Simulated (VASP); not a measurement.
# GW on RbBr: a test of the settings, part 2 of 2

How far does the GW correction to the gap of RbBr depend on the settings? The starting structure is a measured crystal structure from the Crystallography Open Database. Cell and atoms stay as given.

VASP 6.6.1.

Results so far: G0W0 (response cutoff 100 eV, 4×4×4 mesh) 6.58 eV; G0W0 (response cutoff 160 eV, 4×4×4 mesh) 6.75 eV; G0W0 (response cutoff 240 eV, 4×4×4 mesh) 6.82 eV.

The database entry behind the starting cell differs from later determinations by our own check (0.1 to 0.3 % short, probably kX units), so it need not match the best structure at ambient conditions.

### 5. GW0 with iterated eigenvalues (response cutoff 160 eV, 4×4×4 mesh)

Level of this step: evGW0 on LDA; plane waves and PAW (Rb_sv_GW, Br_GW) (VASP).

It reads the orbitals and their derivatives (WAVECAR and WAVEDER) of a run with the empty bands, which follows a ground-state run; neither is shown.

Contents of INCAR:

```
SYSTEM = RbBr
PREC = Accurate
ENCUT = 300
ISMEAR = 0
SIGMA = 0.01
LREAL = .FALSE.
GGA = CA
NBANDS = 376
ALGO = EVGW0
NELMGW = 4
ENCUTGW = 160
NOMEGA = 40
PRECFOCK = Fast
NBANDSGW = 16
LWAVE = .FALSE.
LCHARG = .FALSE.
```

Contents of POSCAR:

```
RbBr
1.0
    0.0000000000      3.4384000000      3.4384000000
    3.4384000000      0.0000000000      3.4384000000
    3.4384000000      3.4384000000      0.0000000000
Rb Br
1 1
Direct
    0.0000000000      0.0000000000      0.0000000000
    0.5000000000      0.5000000000      0.5000000000
```

Contents of KPOINTS:

```
Automatic mesh
0
Gamma
4 4 4
0 0 0
```

The projector-augmented-wave data sets are Rb_sv_GW and Br_GW (LDA family, release 64).

Run with:

```sh
mpirun -np 4 vasp_std
```

Log:

```text
[banner, memory and clock lines left out]
running    4 mpi-ranks, on    1 nodes
[...]
[... a notice as in an earlier step ...]

 LDA part: xc-table for (Slater(with rela. corr.)+CA(PZ))
 , standard interpolation
 found WAVECAR, reading the header
 POSCAR, INCAR and KPOINTS ok, starting setup
[...]
reading WAVECAR
 the WAVECAR file was read successfully
 initial charge from wavefunction
 available memory per node:     92.44 GB, setting MAXMEM to     94662

 The Fermi energy was updated, please check that it is located mid-gap
 values below the HOMO (VB) or above the LUMO (CB) will cause erroneous energies
 E-fermi :   0.5772

 calculate exact exchange contribution
 the WAVEDER file was read successfully
energies w=
    0.000    0.000    1.021    0.000    2.036    0.000    3.040    0.000
    4.028    0.000    4.997    0.000    5.945    0.000    6.872    0.000
    7.779    0.000    8.667    0.000    9.540    0.000   10.400    0.000
[...]
total number of BLAS operations       2163.93 Gflops
NQ=   4    0.2500    0.2500    0.0000,
|.........|.........|.........|.........|.........|.........|.........|.........
 performed       2890000 updates of chi_q(r,r)
 total number of BLAS operations       3088.70 Gflops
NQ=   5    0.5000    0.2500    0.0000,
|.........|.........|.........|.........|.........|.........|.........|.........
 performed       3988000 updates of chi_q(r,r)
 total number of BLAS operations       4338.02 Gflops
NQ=   6   -0.2500    0.2500    0.0000,
|.........|.........|.........|.........|.........|.........|.........|.........
 performed       4966000 updates of chi_q(r,r)
 total number of BLAS operations       5427.04 Gflops
NQ=   7    0.5000    0.5000    0.0000,
|.........|.........|.........|.........|.........|.........|.........|.........
 performed       5607000 updates of chi_q(r,r)
 total number of BLAS operations       6199.68 Gflops
NQ=   8   -0.2500    0.5000    0.2500,
|.........|.........|.........|.........|.........|.........|.........|.........
 performed       6441000 updates of chi_q(r,r)
 total number of BLAS operations       7163.17 Gflops
 resolving degeneracies of screened two electron integrals

 calculate QP shifts <psi_nk| G(iteration)W_0 |psi_nk>: iteration 4
 entering main loop
```

Run time: 8.4 min. Hardware: 4 MPI ranks of Intel Xeon 6975P-C (Granite Rapids), shared host; peak memory 1.5 GiB.

From OUTCAR (step 5):

```text
 QP shifts <psi_nk| G(iteration)W_0 |psi_nk>: iteration 2
 k-point   1 :       0.0000    0.0000    0.0000
  band No. old QP-enery  QP-energies   sigma(KS)   T+V_ion+V_H  V^pw_x(r,r')   Z            occupation Imag(sigma)
    ...
      5     -12.4831     -12.9168     -18.4112       5.3862     -20.7823       0.8004       2.0000       0.1492
      6      -3.1723      -3.4671     -14.8383      11.2925     -16.3708       0.7895       2.0000       0.1277
      7      -3.1723      -3.4671     -14.8383      11.2925     -16.3708       0.7895       2.0000       0.1277
      8      -3.1723      -3.4671     -14.8383      11.2925     -16.3708       0.7895       2.0000       0.1277
      9       3.5737       3.6886      -5.8572       9.5659      -2.9353       0.8517       0.0000      -0.0910
     10       6.9043       7.0459      -6.2757      13.3490      -3.0981       0.8380       0.0000      -0.1068
     11       6.9043       7.0459      -6.2757      13.3490      -3.0981       0.8380       0.0000      -0.1068
     12       6.9043       7.0459      -6.2757      13.3490      -3.0981       0.8380       0.0000      -0.1068
    ...

 QP shifts <psi_nk| G(iteration)W_0 |psi_nk>: iteration 3
 k-point   1 :       0.0000    0.0000    0.0000
  band No. old QP-enery  QP-energies   sigma(KS)   T+V_ion+V_H  V^pw_x(r,r')   Z            occupation Imag(sigma)
    ...
      5     -12.9168     -12.9977     -18.4033       5.3862     -20.7823       0.8062       2.0000       0.1490
      6      -3.4671      -3.5204     -14.8271      11.2925     -16.3708       0.7905       2.0000       0.1279
      7      -3.4671      -3.5204     -14.8271      11.2925     -16.3708       0.7905       2.0000       0.1279
      8      -3.4671      -3.5204     -14.8271      11.2925     -16.3708       0.7905       2.0000       0.1279
      9       3.6886       3.7004      -5.8635       9.5659      -2.9353       0.8525       0.0000      -0.0917
     10       7.0459       7.0611      -6.2849      13.3490      -3.0981       0.8377       0.0000      -0.1074
     11       7.0459       7.0611      -6.2849      13.3490      -3.0981       0.8377       0.0000      -0.1074
     12       7.0459       7.0611      -6.2849      13.3490      -3.0981       0.8377       0.0000      -0.1074
    ...

 QP shifts <psi_nk| G(iteration)W_0 |psi_nk>: iteration 4
 k-point   1 :       0.0000    0.0000    0.0000
  band No. old QP-enery  QP-energies   sigma(KS)   T+V_ion+V_H  V^pw_x(r,r')   Z            occupation Imag(sigma)
    ...
      5     -12.9977     -13.0124     -18.4022       5.3862     -20.7823       0.8062       2.0000       0.1490
      6      -3.5204      -3.5304     -14.8256      11.2925     -16.3708       0.7905       2.0000       0.1279
      7      -3.5204      -3.5304     -14.8256      11.2925     -16.3708       0.7905       2.0000       0.1279
      8      -3.5204      -3.5304     -14.8256      11.2925     -16.3708       0.7905       2.0000       0.1279
      9       3.7004       3.7013      -5.8644       9.5659      -2.9353       0.8529       0.0000      -0.0918
     10       7.0611       7.0625      -6.2863      13.3490      -3.0981       0.8376       0.0000      -0.1076
     11       7.0611       7.0625      -6.2863      13.3490      -3.0981       0.8376       0.0000      -0.1076
     12       7.0611       7.0625      -6.2863      13.3490      -3.0981       0.8376       0.0000      -0.1076
    ...

[... 3 parts as in an earlier step ...]

[... 1 further part left out ...]
[key lines of the parts left out:]
E-fermi :   0.5772
```

GW0 with iterated eigenvalues (response cutoff 160 eV, 4×4×4 mesh): the quasiparticle gap on this mesh is 7.232 eV, +3.298 eV from the LDA gap on the same points, with 376 bands.

### 6. The runs compared

```csv
run,LDA gap on the mesh (eV),GW gap (eV),correction (eV),bands
"G0W0 (response cutoff 100 eV, 4×4×4 mesh)",3.934,6.58,2.646,188
"G0W0 (response cutoff 160 eV, 4×4×4 mesh)",3.934,6.746,2.812,376
"G0W0 (response cutoff 240 eV, 4×4×4 mesh)",3.934,6.82,2.886,688
"GW0 with iterated eigenvalues (response cutoff 160 eV, 4×4×4 mesh)",3.934,7.232,3.298,376
```

### 7. What came out

```
gap, G0W0 (response cutoff 100 eV, 4×4×4 mesh)                          : 6.580 eV
gap, G0W0 (response cutoff 160 eV, 4×4×4 mesh)                          : 6.746 eV
gap, G0W0 (response cutoff 240 eV, 4×4×4 mesh)                          : 6.820 eV
gap, GW0 with iterated eigenvalues (response cutoff 160 eV, 4×4×4 mesh) : 7.232 eV
```

What this shows: The correction to the LDA gap of RbBr is +2.646 eV at a response cutoff of 100 eV, +2.812 eV at a response cutoff of 160 eV, +2.886 eV at a response cutoff of 240 eV. The number of bands rises with the cutoff. Iterating the eigenvalues in G raises the gap by +0.486 eV. From a response cutoff of 160 to 240 eV the correction still moves by +0.074 eV, so cutoff and bands aren't shown to be converged. The LDA gap along the bands, from another run on this structure, is 3.936 eV. On the 4×4×4 mesh it is 3.934 eV, so this mesh comes close to the edges. Further runs on this material are not shown.

[Lines on the potential files, build, host, timing and source positions are cut from VASP's logs without a mark.]

[Logs are printed without paths, hosts, clocks, repeated set-up lines and the standing remarks that a program may print on its own settings, such as how far it seeks lower states.]

[Hosts, paths, dates, database ids (printed as entryN), source tags and the programs' standing remarks are cut or masked in the printed files.]
